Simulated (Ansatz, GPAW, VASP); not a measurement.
**TiSi2: programs and potentials compared**

```
Ti Si
1.0
     0.00000    4.11752    4.26290
     2.38951    0.00000    4.26290
     2.38951    4.11752    0.00000
Ti Si
2 4
Cartesian
  3.5843 6.1763 6.3943
  2.3895 4.1175 4.2629
  1.1948 3.3975 2.1314
  1.1948 0.7200 2.1314
  2.3895 1.3387 4.2629
  2.3895 6.8963 4.2629
```

The cell is a database's computed one, not the measured one.

Alike in all runs: task band structure; functional LDA; k mesh 7 × 7 × 7; occupations fermi-dirac, width 0.05 eV; no spin polarisation; no spin-orbit coupling. LDA stands for any of its common fits. Pressure is positive in compression and, in plane waves, holds the error of the finite cutoff, which Ansatz's Pulay term estimates and takes out.

| program and potentials | plane-wave cutoff (eV) | notes | pressure (GPa) | largest force (eV/Å) |
| --- | --- | --- | --- | --- |
| Ansatz, Ansatz PAW | 420 | potentials made for PBE, which Ansatz adapts in part; Pulay term of +0.06 GPa included | -5.12 | 0.064 |
| GPAW, the program's PAW data sets (release 1.2.1) made for this functional | 600 | - | -4.69 | 0.063 |
| VASP, LDA PAW files Si, Ti_sv, 520 eV | 520 | - | -4.92 | 0.063 |

Force on atom 4 (Si), eV/Å:

| program and potentials | x | y | z |
| --- | --- | --- | --- |
| Ansatz, Ansatz PAW | 0.000 | -0.064 | 0.000 |
| GPAW, the program's PAW data sets (release 1.2.1) made for this functional | 0.000 | -0.063 | 0.000 |
| VASP, LDA PAW files Si, Ti_sv, 520 eV | 0.000 | -0.063 | 0.000 |

The pressure spans -5.12 (Ansatz, Ansatz PAW) to -4.69 GPa (GPAW, the program's PAW data sets (release 1.2.1) made for this functional).

The functional is the same throughout but for its coding, so the spread measures potentials, basis and numerics; runs on potential files found faulty are left out.

All three runs put the cell under tension, so LDA would contract it. This fits the functional's familiar overbinding, and the reference cell was probably relaxed with a gradient-corrected functional, which usually gives longer bonds. The pressure therefore mainly reflects a mismatch between functional and cell, not an instability of the disilicide. The programs differ far less than the size of the tension itself, and the partly adapted PBE potentials may contribute to Ansatz's slightly larger value.

The forces agree even more closely. In this C54 structure symmetry fixes the Ti sites and leaves Si one free coordinate, along y, which is why the other components vanish. The force on atom 4 points away from its Si neighbour on that line and towards Ti, suggesting a slight shift in the balance between Si–Si bonding and Ti 3d–Si 3p hybridisation. The residual is small, so the internal geometry is nearly relaxed at this fixed cell shape and volume. Nothing here bears on the competition with the metastable C49 phase.
